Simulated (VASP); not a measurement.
Input of a VASP 6.6.1 run:

The input INCAR:

```
SYSTEM = BaHfO3
  ALGO = Normal
  EDIFF = 1E-6
  EDIFFG = -0.04
  ENCUT = 600
  GGA = PE
  IBRION = 2
  ISIF = 3
  ISMEAR = 0
  LASPH = .TRUE.
  LCHARG = .FALSE.
  LREAL = .FALSE.
  LWAVE = .FALSE.
  NELM = 60
  NSW = 90
  PREC = Accurate
  SIGMA = 0.1
```

File KPOINTS:

```
k-points
0
G
  4 4 4
  0 0 0
```

POSCAR

```
BaHfO3
1.0
    4.1695666300      0.0000000000      0.0000000000
    0.0000000000      4.1695666300      0.0000000000
    0.0000000000      0.0000000000      4.1703767800
Ba Hf O
1 1 3
Direct
    0.5000000000      0.5000000000      0.9964249700
    0.0000000000      0.0000000000      0.4978753300
    0.0000000000      0.5000000000      0.4988901300
    0.5000000000      0.0000000000      0.4988901300
    0.0000000000      0.0000000000      0.9979412000
```

Potentials or basis: VASP PAW PBE potentials, release 64 (Ba_sv, Hf_pv, O).

Launch:

```console
$ cat potpaw_PBE.64/Ba_sv/POTCAR potpaw_PBE.64/Hf_pv/POTCAR potpaw_PBE.64/O/POTCAR > POTCAR
$ mpirun -np 1 vasp_std > vasp.out
```

Problem. What does it give for the space group after relaxing (to 0.05 Å)?

Solution. Pm-3m (No. 221).

Problem. Estimate the relaxed cell.

Solution. a = 4.200 Å, b = 4.200 Å, c = 4.201 Å, α = 90.00°, β = 90.00°, γ = 90.00°.

Problem. What does it give for the band gap on the k mesh?

Solution. 3.54 eV, indirect (least direct gap 3.78 eV).

Forces on the atoms (eV/Å):
```
Ba   0.000  0.000  0.018
Hf   0.000  0.000 -0.008
O    0.000  0.000 -0.011
O    0.000  0.000 -0.011
O    0.000  0.000  0.012
```

Caveat: spin-orbit coupling is left out, which moves the levels of the heavy elements. A k mesh can miss the band edges.
